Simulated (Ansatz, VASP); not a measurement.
## Os in VASP and in Ansatz

```
Os
1.0
     2.75593    0.00000    0.00000
    -1.37796    2.38670    0.00000
     0.00000    0.00000    4.34265
Os
2
Direct
  0.33333 0.66667 0.25000
  0.66667 0.33333 0.75000
```

Alike in both runs: task single point; functional PBE; k mesh 13 × 13 × 7; occupations fermi-dirac, width 0.3 eV; no spin polarisation.

|  | VASP | Ansatz |
| --- | --- | --- |
| version | VASP 6.6.1 | Ansatz 0.2.0 |
| potentials or method | VASP PAW PBE potentials, release 64 (Os) | plane waves (420 eV) with PAW, scalar-relativistic |
| plane-wave cutoff (eV) | 520 | 420 |
| valence electrons in the cell | 16 | 32 |

```tsv
	VASP	Ansatz	Ansatz less VASP
pressure (GPa)	1.5	1.6	+0.09
largest component of the traceless stress (GPa)	1.11	1.19	+0.082
```

The two sets of potentials don't hold the same shells in valence.

Spin-orbit coupling is left out, which matters for the levels of Os.
